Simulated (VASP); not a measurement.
# Nb(100) in VASP

How does Nb(100) behave as a surface?

Program: VASP 6.6.1. Level of theory: r2SCAN; plane waves and PAW (Nb_pv). Results are calculated unless marked as measured.

## Step 1: The starting structure

The cell holds 7 atoms: 7 Nb. Its edges and angles: a = 3.300 Å, b = 3.300 Å, c = 27.900 Å, α = 90.0°, β = 90.0°, γ = 90.0°. Vacuum lies along c.

Structure file:

```xyz
7
Lattice="3.3000 0.0000 0.0000 0.0000 3.3000 0.0000 0.0000 0.0000 27.9000" Properties=species:S:1:pos:R:3
Nb    0.0000    0.0000    9.0000
Nb    1.6500    1.6500   10.6500
Nb    0.0000    0.0000   12.3000
Nb    1.6500    1.6500   13.9500
Nb    0.0000    0.0000   15.6000
Nb    1.6500    1.6500   17.2500
Nb    0.0000    0.0000   18.9000
```

## Step 2: Potential and states of the slab

A static run writes the electrostatic potential without exchange and correlation (LVHAR), which is flat in the vacuum and gives the level to count from. The dipole correction cancels the field that unlike faces would set up across the vacuum.

Input file INCAR:

```
SYSTEM = Nb
PREC = Normal
ENCUT = 300
EDIFF = 1E-06
NELM = 120
ISMEAR = -1
SIGMA = 0.1
LREAL = .FALSE.
ALGO = Normal
METAGGA = R2SCAN
LASPH = .TRUE.
NBANDS = 58
LORBIT = 11
LWAVE = .FALSE.
LCHARG = .TRUE.
IDIPOL = 3
LDIPOL = .TRUE.
DIPOL = 0.5 0.5 0.5
LVHAR = .TRUE.
LVACPOTAV = .TRUE.
LELF = .TRUE.
NEDOS = 1500
```

Input file POSCAR:

```
Nb
1.0
    3.3000000000      0.0000000000      0.0000000000
    0.0000000000      3.3000000000      0.0000000000
    0.0000000000      0.0000000000     27.9000000000
Nb
7
Direct
    0.0000000000      0.0000000000      0.3225806452
    0.5000000000      0.5000000000      0.3817204301
    0.0000000000      0.0000000000      0.4408602151
    0.5000000000      0.5000000000      0.5000000000
    0.0000000000      0.0000000000      0.5591397849
    0.5000000000      0.5000000000      0.6182795699
    0.0000000000      0.0000000000      0.6774193548
```

Input file KPOINTS:

```
Automatic mesh
0
Gamma
12 12 1
0 0 0
```

Input file KPOINTS_OPT:

```
Line mode
14
Line-mode
Reciprocal
  0.50000000   0.50000000   0.00000000 M
  0.00000000   0.00000000   0.00000000 GAMMA

  0.00000000   0.00000000   0.00000000 GAMMA
  0.00000000   0.50000000   0.00000000 X

  0.00000000   0.50000000   0.00000000 X
  0.50000000   0.50000000   0.00000000 M
```

Potentials, in the order of the species: Nb_pv (PBE family, release 64).

On the command line:

```console
$ mpirun -np 2 vasp_std
```

Output:

```text
[banner, memory and clock lines left out]
running    2 mpi-ranks, on    1 nodes
 distrk:  each k-point on    2 cores,    1 groups
 distr:  one band on    1 cores,    2 groups

 POSCAR found type information on POSCAR Nb
 POSCAR found :  1 types and       7 ions
|                                                                             |
|               ----> ADVICE to this user running VASP <----                  |
|                                                                             |
|     You enforced a specific xc type in the INCAR file but a different       |
|     [... a line on the potential file left out ...]
|     I HOPE YOU KNOW WHAT YOU ARE DOING!                                     |
|                                                                             |

 LDA part: xc-table for (None), standard interpolation
 POSCAR, INCAR and KPOINTS ok, starting setup
 FFT: planning ... GRIDC
 FFT: planning ... GRID_SOFT
 FFT: planning ... GRID
 WAVECAR not read
 entering main loop
       N       E                     dE             d eps       ncg     rms          rms(c)
DAV:   1     0.569428966935E+03    0.56943E+03   -0.32163E+04  3936   0.844E+02
DAV:   2    -0.153536814989E+03   -0.72297E+03   -0.69052E+03  3460   0.488E+02
DAV:   3    -0.195360376976E+03   -0.41824E+02   -0.38573E+02  4824   0.104E+02
DAV:   4    -0.197809747248E+03   -0.24494E+01   -0.23757E+01  4904   0.265E+01
DAV:   5    -0.197895912681E+03   -0.86165E-01   -0.85329E-01  5248   0.510E+00    0.655E+01
DAV:   6    -0.209786068005E+03   -0.11890E+02   -0.90838E+01  5238   0.672E+01    0.316E+01
DAV:   7    -0.274190692878E+03   -0.64405E+02   -0.68746E+02  5662   0.107E+02    0.388E+01
DAV:   8    -0.195471842433E+03    0.78719E+02   -0.18904E+02  4960   0.649E+01    0.253E+01
DAV:   9    -0.178749206077E+03    0.16723E+02   -0.33757E+01  5238   0.352E+01    0.144E+01
DAV:  10    -0.173574806999E+03    0.51744E+01   -0.82139E+00  5032   0.137E+01    0.137E+01
DAV:  11    -0.172495483402E+03    0.10793E+01   -0.85565E-01  5080   0.483E+00    0.121E+01
DAV:  12    -0.172398683643E+03    0.96800E-01   -0.45729E-02  4832   0.152E+00    0.114E+01
DAV:  13    -0.172411205206E+03   -0.12522E-01   -0.29795E-03  5046   0.372E-01    0.114E+01
DAV:  14    -0.171956698484E+03    0.45451E+00   -0.31507E-02  4904   0.129E+00    0.104E+01
DAV:  15    -0.169498976597E+03    0.24577E+01   -0.37198E+00  5142   0.113E+01    0.404E+00
DAV:  16    -0.169634115317E+03   -0.13514E+00   -0.67255E-01  4654   0.451E+00    0.442E+00
DAV:  17    -0.169632362499E+03    0.17528E-02   -0.25941E-02  4878   0.101E+00    0.424E+00
DAV:  18    -0.169637088495E+03   -0.47260E-02   -0.12023E-03  5086   0.210E-01    0.436E+00
DAV:  19    -0.169599431976E+03    0.37657E-01   -0.42150E-02  5212   0.193E+00    0.257E+00
DAV:  20    -0.169603332878E+03   -0.39009E-02   -0.10104E-01  5054   0.214E+00    0.146E+00
DAV:  21    -0.169603129917E+03    0.20296E-03   -0.19715E-02  4642   0.803E-01    0.137E+00
DAV:  22    -0.169608666791E+03   -0.55369E-02   -0.10644E-02  4886   0.446E-01    0.123E+00
DAV:  23    -0.169616461422E+03   -0.77946E-02   -0.77709E-03  4838   0.459E-01    0.126E+00
DAV:  24    -0.169612891444E+03    0.35700E-02   -0.10713E-03  4620   0.193E-01    0.119E+00
DAV:  25    -0.169607802118E+03    0.50893E-02   -0.22559E-03  5122   0.374E-01    0.864E-01
DAV:  26    -0.169605622707E+03    0.21794E-02   -0.18568E-03  4974   0.303E-01    0.644E-01
DAV:  27    -0.169602685938E+03    0.29368E-02   -0.41535E-03  5014   0.340E-01    0.395E-01
DAV:  28    -0.169602988944E+03   -0.30301E-03   -0.11694E-03  4710   0.149E-01    0.195E-01
DAV:  29    -0.169603098053E+03   -0.10911E-03   -0.30543E-04  4814   0.817E-02    0.900E-02
DAV:  30    -0.169603200814E+03   -0.10276E-03   -0.89571E-05  4618   0.591E-02    0.818E-02
DAV:  31    -0.169603364321E+03   -0.16351E-03   -0.46683E-05  4530   0.370E-02    0.984E-02
DAV:  32    -0.169603332413E+03    0.31907E-04   -0.22719E-04  4978   0.887E-02    0.609E-02
DAV:  33    -0.169603354010E+03   -0.21597E-04   -0.27654E-05  4420   0.243E-02    0.403E-02
DAV:  34    -0.169603395567E+03   -0.41557E-04   -0.27576E-05  4610   0.221E-02    0.302E-02
DAV:  35    -0.169603392120E+03    0.34471E-05   -0.31833E-05  4406   0.289E-02    0.639E-03
DAV:  36    -0.169603397295E+03   -0.51754E-05   -0.69050E-06  4010   0.151E-02    0.969E-03
DAV:  37    -0.169603406793E+03   -0.94979E-05   -0.49541E-06  3490   0.147E-02    0.122E-02
DAV:  38    -0.169603416399E+03   -0.96060E-05   -0.30477E-06  2956   0.111E-02    0.593E-03
DAV:  39    -0.169603409871E+03    0.65285E-05   -0.78842E-07  2632   0.594E-03    0.249E-03
DAV:  40    -0.169603415232E+03   -0.53609E-05   -0.63968E-07  2538   0.550E-03    0.226E-03
DAV:  41    -0.169603422425E+03   -0.71938E-05   -0.12486E-06  2578   0.719E-03    0.116E-03
DAV:  42    -0.169603415007E+03    0.74189E-05   -0.47307E-06  3200   0.152E-02    0.103E-03
DAV:  43    -0.169603406583E+03    0.84236E-05   -0.41356E-06  3080   0.144E-02    0.607E-04
DAV:  44    -0.169603408989E+03   -0.24063E-05   -0.38677E-07  2382   0.493E-03    0.129E-03
DAV:  45    -0.169603412968E+03   -0.39789E-05   -0.18545E-07  2168   0.383E-03    0.656E-04
DAV:  46    -0.169603414805E+03   -0.18370E-05   -0.83346E-08  2168   0.289E-03    0.862E-04
DAV:  47    -0.169603411055E+03    0.37498E-05   -0.11309E-07  2108   0.276E-03    0.881E-04
DAV:  48    -0.169603416815E+03   -0.57598E-05   -0.17903E-07  2176   0.348E-03    0.824E-04
DAV:  49    -0.169603410381E+03    0.64340E-05   -0.29908E-07  2194   0.452E-03    0.107E-03
DAV:  50    -0.169603418763E+03   -0.83822E-05   -0.23547E-07  2210   0.427E-03    0.685E-04
DAV:  51    -0.169603413554E+03    0.52092E-05   -0.50262E-07  2242   0.566E-03    0.103E-03
DAV:  52    -0.169603420465E+03   -0.69107E-05   -0.10091E-06  2330   0.826E-03    0.130E-03
DAV:  53    -0.169603412188E+03    0.82764E-05   -0.11237E-06  2338   0.871E-03    0.102E-03
DAV:  54    -0.169603421791E+03   -0.96023E-05   -0.10354E-06  2334   0.789E-03    0.109E-03
DAV:  55    -0.169603412245E+03    0.95456E-05   -0.95280E-07  2334   0.761E-03    0.981E-04
DAV:  56    -0.169603424467E+03   -0.12222E-04   -0.94128E-07  2330   0.738E-03    0.107E-03
DAV:  57    -0.169603411841E+03    0.12626E-04   -0.84237E-07  2330   0.687E-03    0.942E-04
DAV:  58    -0.169603423196E+03   -0.11355E-04   -0.63753E-07  2330   0.596E-03    0.823E-04
DAV:  59    -0.169603412518E+03    0.10679E-04   -0.68495E-07  2330   0.611E-03    0.873E-04
DAV:  60    -0.169603424398E+03   -0.11881E-04   -0.89607E-07  2314   0.723E-03    0.108E-03
DAV:  61    -0.169603412322E+03    0.12076E-04   -0.75866E-07  2314   0.663E-03    0.933E-04
DAV:  62    -0.169603422461E+03   -0.10139E-04   -0.32219E-07  2270   0.421E-03    0.559E-04
DAV:  63    -0.169603411647E+03    0.10814E-04   -0.41438E-07  2258   0.464E-03    0.100E-03
DAV:  64    -0.169603422191E+03   -0.10543E-04   -0.27513E-07  2210   0.436E-03    0.617E-04
DAV:  65    -0.169603412039E+03    0.10152E-04   -0.19689E-07  2210   0.321E-03    0.746E-04
DAV:  66    -0.169603416432E+03   -0.43934E-05   -0.46162E-08  2036   0.172E-03    0.696E-05
DAV:  67    -0.169603413279E+03    0.31531E-05   -0.26327E-08  1898   0.117E-03    0.456E-04
DAV:  68    -0.169603415852E+03   -0.25730E-05   -0.30465E-08  1862   0.151E-03    0.181E-04
DAV:  69    -0.169603413625E+03    0.22267E-05   -0.87409E-08  2000   0.221E-03    0.558E-04
DAV:  70    -0.169603415221E+03   -0.15955E-05   -0.10663E-07  2024   0.273E-03    0.426E-04
DAV:  71    -0.169603414964E+03    0.25714E-06   -0.23127E-07  2070   0.386E-03
|                                                                             |
|           W    W    AA    RRRRR   N    N  II  N    N   GGGG   !!!           |
|           W    W   A  A   R    R  NN   N  II  NN   N  G    G  !!!           |
|           W    W  A    A  R    R  N N  N  II  N N  N  G       !!!           |
|           W WW W  AAAAAA  RRRRR   N  N N  II  N  N N  G  GGG   !            |
|           WW  WW  A    A  R   R   N   NN  II  N   NN  G    G                |
|           W    W  A    A  R    R  N    N  II  N    N   GGGG   !!!           |
|                                                                             |
|     Did not find any points to average over, which means that no vacuum     |
|     field-free region was found. Please increase the size of  your cell     |
|     in the dimension of the dipole correction to obtain accurate            |
|     workfunction values.                                                    |
|                                                                             |

   1 F= -.16960341E+03 E0= -.16945482E+03  d E =-.297188E+00
 Start KPOINTS_OPT (optional k-point list driver)
k-point batch [1-28\42]
       N       E                     dE             ncg
DAV:   1    -0.173611059444E+05   -0.45200E+05     3960
DAV:   2    -0.376197258906E+05   -0.20259E+05     3368
DAV:   3    -0.389265383967E+05   -0.13068E+04     4944
DAV:   4    -0.390138282467E+05   -0.87290E+02     4728
DAV:   5    -0.390181606446E+05   -0.43324E+01     5264
DAV:   6    -0.390183552534E+05   -0.19461E+00     5224
DAV:   7    -0.390183672427E+05   -0.11989E-01     5392
DAV:   8    -0.390183677038E+05   -0.46119E-03     4744
DAV:   9    -0.390183677388E+05   -0.34969E-04     4312
DAV:  10    -0.390183677401E+05   -0.13248E-05     3280
DAV:  11    -0.390183677404E+05   -0.21824E-06     3080
k-point batch [29-42\42]
       N       E                     dE             ncg
DAV:   1     0.109955267625E+04   -0.38912E+05     1968
DAV:   2    -0.802342997437E+04   -0.91230E+04     1706
DAV:   3    -0.859998978810E+04   -0.57656E+03     2496
DAV:   4    -0.863188502563E+04   -0.31895E+02     2432
DAV:   5    -0.863286026903E+04   -0.97524E+00     2608
DAV:   6    -0.863289647633E+04   -0.36207E-01     2608
DAV:   7    -0.863289764680E+04   -0.11705E-02     2600
DAV:   8    -0.863289770180E+04   -0.55000E-04     2328
DAV:   9    -0.863289770451E+04   -0.27119E-05     1880
DAV:  10    -0.863289770473E+04   -0.22348E-06     1552
```

The job ended after 8 min (2 MPI ranks of Intel Xeon 6975P-C (Granite Rapids), shared host; peak memory 0.5 GiB; 16 min of CPU time).

Lines that name or quote the potential files are left out of all logs, and their timing lines are given in words.

OUTCAR, selected parts (step 2):

```text
ion  position               nearest neighbor table
   1  0.000  0.000  0.323-   2 2.86   2 2.86   2 2.86   2 2.86   3 3.30
   2  0.500  0.500  0.382-   1 2.86   1 2.86   1 2.86   1 2.86   3 2.86   3 2.86   3 2.86   3 2.86
                             4 3.30
   3  0.000  0.000  0.441-   4 2.86   4 2.86   4 2.86   4 2.86   2 2.86   2 2.86   2 2.86   2 2.86
                             5 3.30   1 3.30
   4  0.500  0.500  0.500-   3 2.86   5 2.86   3 2.86   5 2.86   3 2.86   5 2.86   3 2.86   5 2.86
                             2 3.30   6 3.30
   5  0.000  0.000  0.559-   4 2.86   4 2.86   4 2.86   4 2.86   6 2.86   6 2.86   6 2.86   6 2.86
                             3 3.30   7 3.30
   6  0.500  0.500  0.618-   7 2.86   7 2.86   7 2.86   7 2.86   5 2.86   5 2.86   5 2.86   5 2.86
                             4 3.30
   7  0.000  0.000  0.677-   6 2.86   6 2.86   6 2.86   6 2.86   5 3.30

  LATTYP: Found a simple tetragonal cell.
 ALAT       =     3.3000000000
 C/A-ratio  =     8.4545454545

 Subroutine GETGRP returns: Found 16 space group operations
 (whereof 16 operations were pure point group operations)

The static configuration has the point symmetry D_4h.

 Found     28 irreducible k-points:

   k-points           NKPTS =     28   k-points in BZ     NKDIM =     28   number of bands    NBANDS=     58

   dimension x,y,z NGX =    14 NGY =   14 NGZ =  120
   dimension x,y,z NGXF=    28 NGYF=   28 NGZF=  240

   ENCUT  =  300.0 eV  22.05 Ry    4.70 a.u.   4.66  4.66 39.40*2*pi/ulx,y,z

   NELECT =      77.0000    total number of electrons

 k-points in reciprocal lattice and weights: Automatic mesh
   0.00000000  0.00000000  0.00000000       0.007
   0.08333333  0.00000000  0.00000000       0.028
   0.16666667  0.00000000  0.00000000       0.028
   0.25000000  0.00000000  0.00000000       0.028
   0.33333333  0.00000000  0.00000000       0.028
   0.41666667  0.00000000  0.00000000       0.028
   0.50000000  0.00000000  0.00000000       0.014
   0.08333333  0.08333333  0.00000000       0.028
   0.16666667  0.08333333  0.00000000       0.056
[...]
0.50000000  0.41666667  0.00000000       0.028
   0.50000000  0.50000000  0.00000000       0.007

 dipolmoment           0.000000      0.000000     -0.000000 electrons x Angstroem

 average (electrostatic) potential at core
       1 -45.4090       2 -44.5473       3 -44.4145       4 -44.3860       5 -44.4145
       6 -44.5473       7 -45.4090

 E-fermi :   0.1000

 k-point     1 :       0.0000    0.0000    0.0000
  band No.  band energies     occupation
    ...
     30      -2.5988      2.00000
     31      -2.4122      2.00000
     32      -1.2139      2.00000
     33       0.1528      0.74172
     34       0.1826      0.60894
     35       0.2495      0.36614
     36       0.2971      0.24444
     37       0.2971      0.24444
     38       0.3460      0.15740
     39       0.3460      0.15740
    ...

 k-point     2 :       0.0833    0.0000    0.0000
  band No.  band energies     occupation
    ...
     33      -0.1245      1.80828
     34       0.0603      1.19586
     35       0.0874      1.06274
     36       0.0889      1.05523
     37       0.1193      0.90341
     38       0.3207      0.19820
     39       0.3290      0.18377
     40       0.4611      0.05259
     41       0.5817      0.01605
     42       0.6149      0.01153
    ...

 k-point     3 :       0.1667    0.0000    0.0000
  band No.  band energies     occupation
    ...
     35      -0.3504      1.97810
     36      -0.1382      1.83090
     37      -0.0130      1.51169
     38       0.0179      1.38875
     39       0.1434      0.78593
     40       0.2605      0.33457
     41       0.7970      0.00188
     42       0.8816      0.00081
     43       0.9481      0.00041
     44       0.9488      0.00041
    ...

  Total       -3.9318485     -3.9318485     -2.1794208      0.0000000      0.0000000     -0.0000000
  in kB      -20.7336265    -20.7336265    -11.4926344      0.0000000      0.0000000     -0.0000000
  external PRESSURE =     -17.6532958 kB  Pullay stress =       0.0000000 kB

  energy-cutoff  :      300.00
  volume of cell :      303.83
      direct lattice vectors                 reciprocal lattice vectors
     3.300000000  0.000000000  0.000000000     0.303030303  0.000000000  0.000000000
     0.000000000  3.300000000  0.000000000     0.000000000  0.303030303  0.000000000
     0.000000000  0.000000000 27.900000000     0.000000000  0.000000000  0.035842294

 POSITION                                       TOTAL-FORCE (eV/Angst)
 -----------------------------------------------------------------------------------
      0.00000      0.00000      9.00000         0.000000      0.000000      0.937006
      1.65000      1.65000     10.65000         0.000000     -0.000000     -0.934007
      0.00000      0.00000     12.30000         0.000000     -0.000000     -0.437213
      1.65000      1.65000     13.95000         0.000000      0.000000      0.000000
      0.00000      0.00000     15.60000         0.000000     -0.000000      0.437213
      1.65000      1.65000     17.25000        -0.000000      0.000000      0.934007
      0.00000      0.00000     18.90000        -0.000000      0.000000     -0.937006
 -----------------------------------------------------------------------------------
    total drift:                                0.000000      0.000000      0.000000

  FREE ENERGIE OF THE ION-ELECTRON SYSTEM (eV)
  ---------------------------------------------------
  free  energy   TOTEN  =      -169.6034149637 eV

  energy  without entropy=     -169.3062274050  energy(sigma->0) =     -169.45482118

 vacuum level on the upper side and lower side of the slab         3.815         3.815

 total charge
# of ion       s       p       d       tot
------------------------------------------
    1        0.397   6.165   2.986   9.549
    2        0.436   6.326   3.124   9.887
    3        0.430   6.319   3.164   9.913
    4        0.433   6.317   3.168   9.918
    5        0.430   6.319   3.164   9.913
    6        0.436   6.326   3.124   9.887
    7        0.397   6.165   2.986   9.549
--------------------------------------------------
tot          2.960  43.939  21.718  68.617

[... 3 further parts left out ...]
```

This run has no spin polarisation. Its electron count is odd, so without a moment it is a metal by construction. The PAW data sets were made with PBE, which is usual practice but a small mismatch for other functionals.

Numbers from this step:

| Quantity | Value |
| --- | --- |
| electronic cycles | 71 |
| electrons | 77 |
| free energy (TOTEN) | -169.6034 eV |
| energy at zero smearing | -169.4548 eV |
| Fermi energy | 0.1 eV |
| labelled metallic, from the levels on this mesh | yes |
| DOS at the Fermi level | 8.821 states/eV/cell |
| dipole moment | 0, 0, 0 e·Å |
| vacuum levels | 3.815, 3.815 eV |
| work functions of the upper and lower face | 3.715, 3.715 eV |

Electronic bands along the path, in eV, zero at the Fermi level; # counts the bands kept, so #1 is VASP's band 22:

```
          point    #14    #15    #16    #17    #18    #19   #20   #21
              M  -1.20  -1.20  -0.30  -0.30   0.93   0.93  2.31  2.33
0.54 of the way  -1.17  -0.94  -0.89  -0.77  -0.69  -0.21  0.26  0.27
              Γ   0.15   0.20   0.20   0.25   0.25   0.42  0.42  0.43
0.54 of the way  -0.54  -0.51  -0.47  -0.21  -0.03   0.18  0.35  0.55
              X  -0.76  -0.75  -0.04   0.02   0.08   0.30  0.49  0.87
0.54 of the way  -1.01  -0.69  -0.37  -0.28  -0.26   0.03  0.39  0.47
              M  -1.20  -1.20  -0.30  -0.30   0.93   0.93  2.31  2.33
```

[end of part 1 of 2]

[Lines on the potential files, build, host, timing and source positions are cut from VASP's logs without a mark.]

[Logs are printed without paths, hosts, clocks, repeated set-up lines and the standing remarks that a program may print on its own settings, such as how far it seeks lower states.]

[Hosts, paths, dates, database ids (printed as entryN), source tags and the programs' standing remarks are cut or masked in the printed files.]

[In band tables of VASP the shares of atoms and orbitals are scaled to a sum of 1 inside the atoms' spheres.]

[Runs that stopped without an error message from VASP are left out.]
